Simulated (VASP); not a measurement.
# SnO2 in VASP: one cell, several levels of theory, part 2 of 2

The system is fluorite SnO2, a generated structure that needn't be the ground state.

VASP 6.6.1, plane waves, PAW. The steps go on from the part before.

### 3 r2SCAN

Contents of INCAR:

```
ENCUT = 520.000000
SIGMA = 0.020000
EDIFF = 1.00e-07
ALGO = Normal
METAGGA = R2SCAN
PREC = Accurate
IBRION = -1
ISIF = 2
ISMEAR = -1
NBANDS = 20
NELM = 120
NSW = 0
LASPH = .TRUE.
LCHARG = .FALSE.
LWAVE = .FALSE.
LREAL = .FALSE.
```

Contents of KPOINTS:

```
KPOINTS created by Atomic Simulation Environment
0
Gamma
8 8 8
0 0 0
```

Contents of KPOINTS_OPT:

```
special points
6
Reciprocal
0.0000000000 0.0000000000 0.0000000000 1
0.5000000000 0.0000000000 0.5000000000 1
0.6250000000 0.2500000000 0.6250000000 1
0.3750000000 0.3750000000 0.7500000000 1
0.5000000000 0.5000000000 0.5000000000 1
0.5000000000 0.2500000000 0.7500000000 1
```

Contents of POSCAR:

```
Sn O
 1.0000000000000000
     0.0000000000000000    2.5595616801999999    2.5595616801999999
     2.5595616801999999    0.0000000000000000    2.5595616801999999
     2.5595616801999999    2.5595616801999999    0.0000000000000000
 Sn  O
   1   2
Cartesian
  0.0000000000000000  0.0000000000000000  0.0000000000000000
  1.2797808400999999  1.2797808400999999  1.2797808400999999
  3.8393425202999998  3.8393425202999998  3.8393425202999998
```

Run with:

```console
mpirun -np 1 vasp_std
```

Printed to the terminal (iteration lines stand in OSZICAR):

```text
POSCAR found type information on POSCAR SnO
 POSCAR found :  2 types and       3 ions
 -----------------------------------------------------------------------------
|                                                                             |
|                                                                             |
|     You enforced a specific xc type in the INCAR file but a different       |
|     I HOPE YOU KNOW WHAT YOU ARE DOING!                                     |
|                                                                             |
 -----------------------------------------------------------------------------

 LDA part: xc-table for (None), standard interpolation
 POSCAR, INCAR and KPOINTS ok, starting setup
 FFT: planning ... GRIDC
 FFT: planning ... GRID_SOFT
 FFT: planning ... GRID
 WAVECAR not read
 entering main loop
 Start KPOINTS_OPT (optional k-point list driver)
k-point batch [1-6\6]
```

OSZICAR:

```text
N       E                     dE             d eps       ncg     rms          rms(c)
DAV:   1     0.220034211986E+03    0.22003E+03   -0.13749E+04  1284   0.206E+03
DAV:   2    -0.240056370578E+02   -0.24404E+03   -0.23060E+03  1236   0.516E+02
DAV:   3    -0.502736910113E+02   -0.26268E+02   -0.25977E+02  1336   0.140E+02
DAV:   4    -0.509736288600E+02   -0.69994E+00   -0.69944E+00  1288   0.239E+01
DAV:   5    -0.509899864430E+02   -0.16358E-01   -0.16356E-01  1448   0.377E+00    0.104E+01
DAV:   6    -0.412994870655E+02    0.96905E+01   -0.66788E+00  1656   0.586E+01    0.419E+00
DAV:   7    -0.414432252867E+02   -0.14374E+00   -0.11407E+00  1292   0.891E+00    0.235E+00
DAV:   8    -0.414813914276E+02   -0.38166E-01   -0.15397E-01  1680   0.577E+00    0.667E-01
DAV:   9    -0.414701869139E+02    0.11205E-01   -0.57441E-02  1768   0.380E+00    0.145E-01
DAV:  10    -0.414704687605E+02   -0.28185E-03   -0.41147E-03  1244   0.530E-01    0.838E-02
DAV:  11    -0.414705823188E+02   -0.11356E-03   -0.98006E-04  1304   0.295E-01    0.553E-02
DAV:  12    -0.414705438854E+02    0.38433E-04   -0.81050E-05  1488   0.829E-02    0.244E-02
DAV:  13    -0.414705359129E+02    0.79725E-05   -0.54559E-05  1368   0.588E-02    0.171E-03
DAV:  14    -0.414705355341E+02    0.37883E-06   -0.12607E-06  1328   0.957E-03    0.262E-03
DAV:  15    -0.414705354068E+02    0.12725E-06   -0.87588E-08   756   0.384E-03    0.130E-03
DAV:  16    -0.414705353871E+02    0.19717E-07   -0.13005E-07   896   0.372E-03
   1 F= -.41470535E+02 E0= -.41470535E+02  d E =-.936434E-08
       N       E                     dE             ncg
DAV:   1     0.146852688941E+04   -0.44921E+04      272
DAV:   2     0.888602473984E+02   -0.13797E+04      268
DAV:   3    -0.564141109443E+02   -0.14527E+03      272
DAV:   4    -0.605041429450E+02   -0.40900E+01      264
DAV:   5    -0.606104558491E+02   -0.10631E+00      280
DAV:   6    -0.606156760350E+02   -0.52202E-02      312
DAV:   7    -0.606157791723E+02   -0.10314E-03      312
DAV:   8    -0.606157829244E+02   -0.37521E-05      312
DAV:   9    -0.606157829388E+02   -0.14447E-07      176
```

OUTCAR, selected sections:

```text
k-points           NKPTS =     29   k-points in BZ     NKDIM =     29   number of bands    NBANDS=     20

   NELECT =      26.0000    total number of electrons

   dimension x,y,z NGX =    28 NGY =   28 NGZ =   28
   dimension x,y,z NGXF=    56 NGYF=   56 NGZF=   56

  energy-cutoff  :      520.00
  volume of cell :       33.54
      direct lattice vectors                 reciprocal lattice vectors
     0.000000000  2.559561680  2.559561680    -0.195345947  0.195345947  0.195345947
     2.559561680  0.000000000  2.559561680     0.195345947 -0.195345947  0.195345947
     2.559561680  2.559561680  0.000000000     0.195345947  0.195345947 -0.195345947

 k-points in reciprocal lattice and weights: KPOINTS created by Atomic Simulation Env
   0.00000000  0.00000000  0.00000000       0.002
   0.12500000  0.00000000  0.00000000       0.016
   0.25000000  0.00000000  0.00000000       0.016
   0.37500000  0.00000000  0.00000000       0.016
   0.50000000  0.00000000  0.00000000       0.008
   0.12500000  0.12500000  0.00000000       0.012
   0.25000000  0.12500000  0.00000000       0.047
   0.37500000  0.12500000  0.00000000       0.047
[... 21 more k-points ...]

 E-fermi :   7.5532

 k-point     1 :       0.0000    0.0000    0.0000
  band No.  band energies     occupation
      1     -13.9017      2.00000
      2     -13.9016      2.00000
      3     -13.9016      2.00000
      4     -13.7393      2.00000
      5     -13.7393      2.00000
      6     -13.1445      2.00000
      7      -9.4878      2.00000
      8       4.3286      2.00000
      9       4.3286      2.00000
     10       4.3286      2.00000
     11       5.8907      2.00000
     12       5.8907      2.00000
     13       5.8907      2.00000
     14       7.8012      0.00001
     15      15.0373      0.00000
     16      15.0373      0.00000
     17      15.0374      0.00000
     18      20.9442      0.00000
     19      23.3462      0.00000
     20      23.3462      0.00000

 k-point     2 :       0.1250    0.0000    0.0000
  band No.  band energies     occupation
      1     -13.9755      2.00000
      2     -13.8905      2.00000
      3     -13.8904      2.00000
      4     -13.7397      2.00000
      5     -13.7397      2.00000
      6     -12.9858      2.00000
      7      -9.4710      2.00000
      8       3.8094      2.00000
      9       4.2584      2.00000
     10       4.2584      2.00000
     11       5.0198      2.00000
     12       5.7810      2.00000
     13       5.7810      2.00000
     14       9.0940      0.00000
     15      14.8373      0.00000
     16      15.4260      0.00000
     17      15.4261      0.00000
     18      22.0620      0.00000
     19      23.3858      0.00000
     20      23.3858      0.00000

 k-point     3 :       0.2500    0.0000    0.0000
  band No.  band energies     occupation
      1     -14.1708      2.00000
      2     -13.8682      2.00000
      3     -13.8682      2.00000
      4     -13.7355      2.00000
      5     -13.7354      2.00000
      6     -12.4868      2.00000
      7      -9.5469      2.00000
      8       2.6326      2.00000
      9       4.1045      2.00000
     10       4.1045      2.00000
     11       4.2193      2.00000
     12       5.5164      2.00000
     13       5.5164      2.00000
     14      10.8480      0.00000
     15      14.8674      0.00000
     16      16.4574      0.00000
     17      16.4575      0.00000
     18      23.4663      0.00000
     19      23.4663      0.00000
     20      23.8625      0.00000

 k-point     4 :       0.3750    0.0000    0.0000
  band No.  band energies     occupation
      1     -14.3613      2.00000
      2     -13.8551      2.00000
      3     -13.8551      2.00000
      4     -13.7217      2.00000
      5     -13.7217      2.00000
      6     -11.7358      2.00000
      7      -9.9159      2.00000
      8       1.7658      2.00000
      9       3.6470      2.00000
     10       3.9717      2.00000
     11       3.9718      2.00000
     12       5.2508      2.00000
     13       5.2508      2.00000
     14      12.0680      0.00000
     15      15.3986      0.00000
     16      17.7149      0.00000
     17      17.7150      0.00000
     18      23.4286      0.00000
     19      23.4286      0.00000
     20      23.8054      0.00000

 k-point     5 :       0.5000    0.0000    0.0000
  band No.  band energies     occupation
      1     -14.4369      2.00000
      2     -13.8525      2.00000
      3     -13.8525      2.00000
      4     -13.7130      2.00000
      5     -13.7130      2.00000
      6     -11.1504      2.00000
      7     -10.3591      2.00000
      8       1.4807      2.00000
      9       3.4214      2.00000
     10       3.9229      2.00000
     11       3.9229      2.00000
     12       5.1399      2.00000
     13       5.1399      2.00000
     14      12.4975      0.00000
     15      15.7416      0.00000
     16      18.3652      0.00000
     17      18.3652      0.00000
     18      23.3033      0.00000
     19      23.3033      0.00000
     20      23.4171      0.00000

 k-point     6 :       0.1250    0.1250    0.0000
  band No.  band energies     occupation
      1     -14.0015      2.00000
      2     -13.8801      2.00000
      3     -13.8801      2.00000
      4     -13.7479      2.00000
      5     -13.7334      2.00000
      6     -12.9490      2.00000
      7      -9.4507      2.00000
      8       3.8133      2.00000
      9       3.8133      2.00000
     10       4.1187      2.00000
     11       4.6917      2.00000
     12       6.1270      2.00000
     13       6.1270      2.00000
     14       9.2009      0.00000
     15      14.3048      0.00000
     16      15.8051      0.00000
     17      15.8051      0.00000
     18      22.0859      0.00000
     19      23.4904      0.00000
     20      23.5487      0.00000

[... the tables of k-points 7 to 29 left out ...]

  Total       -1.1076137     -1.1076137     -1.1076137     -0.0000000     -0.0000000     -0.0000000
  in kB      -52.9141838    -52.9141838    -52.9141838     -0.0000000     -0.0000000     -0.0000000
  external PRESSURE =     -52.9141838 kB  Pullay stress =       0.0000000 kB

 POSITION                                       TOTAL-FORCE (eV/Angst)
 -----------------------------------------------------------------------------------
      0.00000      0.00000      0.00000         0.000000      0.000000      0.000000
      1.27978      1.27978      1.27978         0.000000      0.000000      0.000000
      3.83934      3.83934      3.83934        -0.000000     -0.000000     -0.000000
 -----------------------------------------------------------------------------------
    total drift:                               -0.000000     -0.000000      0.000000

  FREE ENERGIE OF THE ION-ELECTRON SYSTEM (eV)
  ---------------------------------------------------
  free  energy   TOTEN  =       -41.4705353871 eV

  energy  without entropy=      -41.4705353778  energy(sigma->0) =      -41.47053538
```

Hardware: 1 MPI rank of Intel Xeon 6975P-C, shared host.

The levels at the points of KPOINTS_OPT are read from vasprun.xml.

Band energies at the special points (eV, zero at the top of v, the last band that the electrons fill by count):

```
point    v−1      v     c   c+1
    Γ  -1.37  -1.37  0.54  7.77
    X  -0.20  -0.10  3.68  7.81
    U  -0.72  -0.16  4.62  9.33
    K  -0.72  -0.16  4.62  9.33
    L  -2.12  -2.12  5.23  8.48
    W  -0.30   0.00  4.87  9.58
```

The r2SCAN gap is 0.54 eV and indirect (W to Γ), with 1.91 eV as the least direct one. The pressure is -5.29 GPa; the forces vanish within 0.01 eV/Å.

### 4 Results

This closing draws on all 2 parts.

```
 level  gap (eV)  pressure (GPa)  Ansatz: gap (eV)  Ansatz: pressure (GPa)
   PBE     -0.02            3.43             -0.01                    2.84
r2SCAN      0.54           -5.29              0.52                   -6.48
```

A negative gap is an overlap of bands.

The gap runs from -0.02 eV (PBE) to 0.54 eV (r2SCAN). Spin-orbit coupling is left out, though the cell holds Sn (Z = 50); in an element this heavy it can shift bands and gaps by tenths of an eV. At this one volume the pressure spans -5.3 GPa (r2SCAN) to 3.4 GPa (PBE): PBE wants the largest cell and r2SCAN the smallest. The two programs agree on the gap within 0.03 eV, far less than the spread between functionals. Datasets and cutoffs are each program's own.
